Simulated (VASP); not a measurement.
# CoSi (P6/mmm) in VASP: density of states with PBE

Aim: the density of states of CoSi with PBE.

All numbers are computed with VASP 6.6.1; they aren't measurements. Logs are shortened: lines on timing, memory, paths and dates and some standing lists are left out, and cuts for length are marked.

## (1) The crystal as given

The structure is hexagonal, space group P6/mmm (No. 191). Conventional cell: a = 4.828 Å, b = 4.828 Å, c = 3.734 Å, α = 90.00°, β = 90.00°, γ = 120.00°. Around Co (site symmetry mmm) lie 6 Si at 2.33 to 2.41 Å and 4 Co at 2.41 Å. Around Si (site symmetry -6m2) lie 6 Co at 2.33 Å. Around Si (site symmetry 6/mmm) lie 6 Co at 2.41 Å.

The cell was built by a generator and needn't be a form met in nature.

## (2) Density of states, PBE, collinear spin, ferromagnetic start

POSCAR

```
CoSi
1.0
    4.8283800000      0.0000000000      0.0000000000
   -2.4141900000      4.1815000000      0.0000000000
    0.0000000000      0.0000000000      3.7339500000
Co Si
3 3
Direct
    0.5000000000      0.0000000000      0.0000000000
    0.5000000000      0.5000000000      0.0000000000
    0.0000000000      0.5000000000      0.0000000000
    0.3333330000      0.6666670000      0.5000000000
    0.6666670000      0.3333330000      0.5000000000
    0.0000000000      0.0000000000      0.0000000000
```

INCAR.step1

```
SYSTEM = CoSi
  PREC = Accurate
  ENCUT = 520
  EDIFF = 1E-7
  ISMEAR = 0
  SIGMA = 0.1
  LREAL = .False.
  LASPH = .True.
  NELM = 100
  ALGO = Normal
  ISIF = 2
  LWAVE = .False.
  LCHARG = .True.
  ISPIN = 2
  MAGMOM = 2 2 2 0 0 0
  LMAXMIX = 4
  GGA = PE
  KPAR = 4
```

KPOINTS.step1

```
Automatic mesh
0
Gamma
  8 8 8
  0 0 0
```

INCAR.step2

```
SYSTEM = CoSi
  PREC = Accurate
  ENCUT = 520
  EDIFF = 1E-7
  ISMEAR = -5
  SIGMA = 0.1
  LREAL = .False.
  LASPH = .True.
  NELM = 100
  ALGO = Normal
  ISIF = 2
  LWAVE = .False.
  LCHARG = .False.
  ISPIN = 2
  MAGMOM = 2 2 2 0 0 0
  LORBIT = 11
  LMAXMIX = 4
  GGA = PE
  KPAR = 4
  NEDOS = 2001
  ICHARG = 11
```

KPOINTS.step2

```
Automatic mesh
0
Gamma
  12 12 12
  0 0 0
```

Potentials or basis: VASP PAW PBE potentials, release 64 (Co, Si).

Command:

```bash
> cat potpaw_PBE.64/Co/POTCAR potpaw_PBE.64/Si/POTCAR > POTCAR
> cp INCAR.step1 INCAR
> cp KPOINTS.step1 KPOINTS
> mpirun -np 4 vasp_std > vasp.out
> cp INCAR.step2 INCAR
> cp KPOINTS.step2 KPOINTS
> mpirun -np 4 vasp_std > vasp.out
```

OUTCAR:

```text
SYSTEM = CoSi
   PREC = Accurate
   ENCUT = 520
   EDIFF = 1E-7
   ISMEAR = -5
   LREAL = .False.
   LASPH = .True.
   NELM = 100
   ISIF = 2
   ISPIN = 2
   LORBIT = 11
   GGA = PE
   ICHARG = 11

 ion  position               nearest neighbor table
   1  0.500  0.000  0.000-   4 2.33   5 2.33   4 2.33   5 2.33   6 2.41   6 2.41   2 2.41   2 2.41
                             3 2.41   3 2.41
   2  0.500  0.500  0.000-   4 2.33   5 2.33   4 2.33   5 2.33   3 2.41   3 2.41   6 2.41   1 2.41
                             1 2.41   6 2.41
   3  0.000  0.500  0.000-   4 2.33   5 2.33   4 2.33   5 2.33   2 2.41   2 2.41   6 2.41   6 2.41
                             1 2.41   1 2.41
   4  0.333  0.667  0.500-   3 2.33   3 2.33   1 2.33   1 2.33   2 2.33   2 2.33   5 2.79   5 2.79
                             5 2.79
   5  0.667  0.333  0.500-   3 2.33   3 2.33   1 2.33   1 2.33   2 2.33   2 2.33   4 2.79   4 2.79
                             4 2.79
   6  0.000  0.000  0.000-   1 2.41   1 2.41   3 2.41   3 2.41   2 2.41   2 2.41

  LATTYP: Found a hexagonal cell.
 ALAT       =     4.8283800000
 C/A-ratio  =     0.7733339132

  Lattice vectors:

 A1 = (   4.8283800000,   0.0000000000,   0.0000000000)
 A2 = (  -2.4141900000,   4.1815000000,   0.0000000000)
 A3 = (   0.0000000000,   0.0000000000,   3.7339500000)

Analysis of symmetry for initial positions (statically):
=====================================================================
 Subroutine PRICEL returns:
 Original cell was already a primitive cell.

 Routine SETGRP: Setting up the symmetry group for a
 hexagonal supercell.

 Subroutine GETGRP returns: Found 24 space group operations
 (whereof 24 operations were pure point group operations)
 out of a pool of 24 trial point group operations.

The static configuration has the point symmetry D_6h.

Analysis of symmetry for dynamics (positions and initial velocities):
=====================================================================
 Subroutine PRICEL returns:
 Original cell was already a primitive cell.

 Routine SETGRP: Setting up the symmetry group for a
 hexagonal supercell.

 Subroutine GETGRP returns: Found 24 space group operations
 (whereof 24 operations were pure point group operations)
 out of a pool of 24 trial point group operations.

The dynamic configuration has the point symmetry D_6h.

Analysis of structural, dynamic, and magnetic symmetry:
=====================================================================
 Subroutine PRICEL returns:
 Original cell was already a primitive cell.

 Routine SETGRP: Setting up the symmetry group for a
[... 146 lines left out ...]
   LRPA    =     F    only Hartree local field effects (RPA)
 spin polarized calculation
 Fermi weights with tetrahedron method with Bloechl corrections
  energy-cutoff  :      520.00
  volume of cell :       75.39
 maximum number of plane-waves:      2064
 NGX is ok and might be reduce to    36

 number of electron      38.9999986 magnetization      -0.0000742

 Free energy of the ion-electron system (eV)
  ---------------------------------------------------
  ext. energy  EPLUGINS =         0.00000000
  ---------------------------------------------------
  free energy    TOTEN  =       -40.00470914 eV

  energy without entropy =      -40.00470914  energy(sigma->0) =      -40.00470914

 E-fermi :   9.9954     XC(G=0): -11.9681

 val. band max:        9.9883479877   @ k =   0.2500   0.0000   0.0000
 cond. band min:       9.9667718014   @ k =   0.3333   0.3333   0.2500
 fundamental gap:     -0.0215761862
 Fermi energy:         9.9953577950

 spin component 1

 k-point     1 :       0.0000    0.0000    0.0000
  band No.  band energies     occupation
      1      -2.3675      1.00000
      2       2.5658      1.00000
      3       4.3897      1.00000
      4       4.9034      1.00000
      5       4.9034      1.00000
      6       5.2949      1.00000
[... 685 lines left out ...]
     25      14.0348      0.00000
     26      14.2827      0.00000

 [... further k-points ...]

 spin component 2

 k-point     1 :       0.0000    0.0000    0.0000
  band No.  band energies     occupation
      1      -2.3675      1.00000
      2       2.5658      1.00000
      3       4.3897      1.00000
      4       4.9034      1.00000
      5       4.9034      1.00000
      6       5.2949      1.00000
[... 685 lines left out ...]
     25      14.0348      0.00000
     26      14.2828      0.00000

 [... further k-points ...]
[... 5 lines left out ...]
  --------------------------------------------------------------------------------------
  -------------------------------------------------------------------------------------
  Total       -0.1498601     -0.1498601      0.0728320      0.0000000      0.0000000      0.0000000
  in kB       -3.1848911     -3.1848915      1.5478577      0.0000000      0.0000000      0.0000000
  external PRESSURE =      -1.6073083 kB  Pullay stress =       0.0000000 kB

 VOLUME and BASIS-vectors are now :
 -----------------------------------------------------------------------------
  energy-cutoff  :      520.00
  volume of cell :       75.39
      direct lattice vectors                 reciprocal lattice vectors
     4.828380000  0.000000000  0.000000000     0.207108803  0.119574315  0.000000000
    -2.414190000  4.181500000  0.000000000     0.000000000  0.239148631  0.000000000
     0.000000000  0.000000000  3.733950000     0.000000000  0.000000000  0.267812906

 POSITION                                       TOTAL-FORCE (eV/Angst)
 -----------------------------------------------------------------------------------
      2.41419      0.00000      0.00000         0.000000     -0.000000      0.000000
      1.20710      2.09075      0.00000        -0.000000     -0.000000      0.000000
     -1.20710      2.09075      0.00000         0.000000     -0.000000      0.000000
     -0.00000      2.78767      1.86698        -0.000000      0.000000      0.000000
      2.41419      1.39383      1.86698         0.000000     -0.000000      0.000000
      0.00000      0.00000      0.00000        -0.000000     -0.000000      0.000000
 -----------------------------------------------------------------------------------
    total drift:                                0.000000      0.000000     -0.000000

  FREE ENERGIE OF THE ION-ELECTRON SYSTEM (eV)
  ---------------------------------------------------
  free  energy   TOTEN  =       -40.0047091365 eV

  energy  without entropy=      -40.0047091365  energy(sigma->0) =      -40.00470914

 total charge

# of ion       s       p       d       tot
------------------------------------------
    1        0.488   0.664   7.531   8.684
    2        0.488   0.664   7.531   8.684
    3        0.488   0.664   7.531   8.684
    4        0.753   0.857   0.000   1.611
    5        0.753   0.857   0.000   1.611
    6        0.779   0.754   0.000   1.533
--------------------------------------------------
tot          3.752   4.462  22.594  30.807

 magnetization (x)

# of ion       s       p       d       tot
------------------------------------------
    1       -0.000  -0.000  -0.000  -0.000
    2       -0.000  -0.000  -0.000  -0.000
    3       -0.000  -0.000  -0.000  -0.000
    4        0.000   0.000   0.000   0.000
    5        0.000   0.000   0.000   0.000
    6       -0.000  -0.000   0.000  -0.000
--------------------------------------------------
tot         -0.000  -0.000  -0.000  -0.000
```

It took 66 s on 4 MPI ranks of Intel Xeon 6975P-C (Granite Rapids), shared host; peak memory 0.46 GiB.

What came out:

| Property | Result |
| --- | --- |
| Net moment | 0.00 μB per cell |
| Valence electrons inside the program's atomic spheres | Co 8.68; Si 1.61, 1.53 |

States per cell in windows of 0.5 eV (zero at the Fermi level; states under -8 eV left out):
| from (eV) | up | down | Co2_d_down | Co3_d_down | Co1_d_down | Co1_d_up | Co2_d_up | Co3_d_up |
| --- | --- | --- | --- | --- | --- | --- | --- | --- |
| -8.0 | 0.56 | 0.56 | 0.03 | 0.03 | 0.03 | 0.03 | 0.03 | 0.03 |
| -7.5 | 0.27 | 0.27 | 0.02 | 0.02 | 0.02 | 0.02 | 0.02 | 0.02 |
| -7.0 | 0.13 | 0.13 | 0.01 | 0.01 | 0.01 | 0.01 | 0.01 | 0.01 |
| -6.5 | 0.23 | 0.23 | 0.01 | 0.01 | 0.01 | 0.01 | 0.01 | 0.01 |
| -6.0 | 0.42 | 0.42 | 0.03 | 0.03 | 0.03 | 0.03 | 0.03 | 0.03 |
| -5.5 | 0.63 | 0.63 | 0.05 | 0.05 | 0.05 | 0.05 | 0.05 | 0.05 |
| -5.0 | 0.95 | 0.95 | 0.12 | 0.12 | 0.12 | 0.12 | 0.12 | 0.12 |
| -4.5 | 0.91 | 0.91 | 0.14 | 0.14 | 0.14 | 0.14 | 0.14 | 0.14 |
| -4.0 | 1.22 | 1.22 | 0.22 | 0.22 | 0.22 | 0.22 | 0.22 | 0.22 |
| -3.5 | 1.62 | 1.62 | 0.32 | 0.32 | 0.32 | 0.32 | 0.32 | 0.32 |
| -3.0 | 2.17 | 2.17 | 0.50 | 0.50 | 0.50 | 0.50 | 0.50 | 0.50 |
| -2.5 | 2.14 | 2.14 | 0.51 | 0.51 | 0.51 | 0.51 | 0.51 | 0.51 |
| -2.0 | 1.07 | 1.07 | 0.29 | 0.29 | 0.29 | 0.29 | 0.29 | 0.29 |
| -1.5 | 1.25 | 1.25 | 0.36 | 0.36 | 0.36 | 0.36 | 0.36 | 0.36 |
| -1.0 | 2.81 | 2.81 | 0.83 | 0.83 | 0.83 | 0.83 | 0.83 | 0.83 |
| -0.5 | 1.14 | 1.14 | 0.30 | 0.30 | 0.30 | 0.30 | 0.30 | 0.30 |
| 0.0 | 0.53 | 0.53 | 0.10 | 0.10 | 0.10 | 0.10 | 0.10 | 0.10 |
| 0.5 | 1.10 | 1.10 | 0.25 | 0.25 | 0.25 | 0.25 | 0.25 | 0.25 |
| 1.0 | 0.78 | 0.78 | 0.15 | 0.15 | 0.15 | 0.15 | 0.15 | 0.15 |
| 1.5 | 0.59 | 0.59 | 0.10 | 0.10 | 0.10 | 0.10 | 0.10 | 0.10 |
| 2.0 | 0.49 | 0.49 | 0.07 | 0.07 | 0.07 | 0.07 | 0.07 | 0.07 |
| 2.5 | 0.48 | 0.48 | 0.06 | 0.06 | 0.06 | 0.06 | 0.06 | 0.06 |
| 3.0 | 0.56 | 0.56 | 0.06 | 0.06 | 0.06 | 0.06 | 0.06 | 0.06 |
| 3.5 | 0.61 | 0.61 | 0.06 | 0.06 | 0.06 | 0.06 | 0.06 | 0.06 |
| 4.0 | 0.80 | 0.80 | 0.07 | 0.07 | 0.07 | 0.07 | 0.07 | 0.07 |
| 4.5 | 0.40 | 0.40 | 0.03 | 0.03 | 0.03 | 0.03 | 0.03 | 0.03 |
| 5.0 | 0.19 | 0.19 | 0.02 | 0.02 | 0.02 | 0.02 | 0.02 | 0.02 |
| 5.5 | 0.06 | 0.07 | 0.01 | 0.01 | 0.01 | 0.01 | 0.01 | 0.01 |
| 6.0 | 0.00 | 0.00 | 0.00 | 0.00 | 0.00 | 0.00 | 0.00 | 0.00 |
| 6.5 | 0.00 | 0.00 | 0.00 | 0.00 | 0.00 | 0.00 | 0.00 | 0.00 |

Caveat: the starting moments collapsed, and a magnetic state may lie lower; tetrahedron occupations give inexact forces and stress in metals.
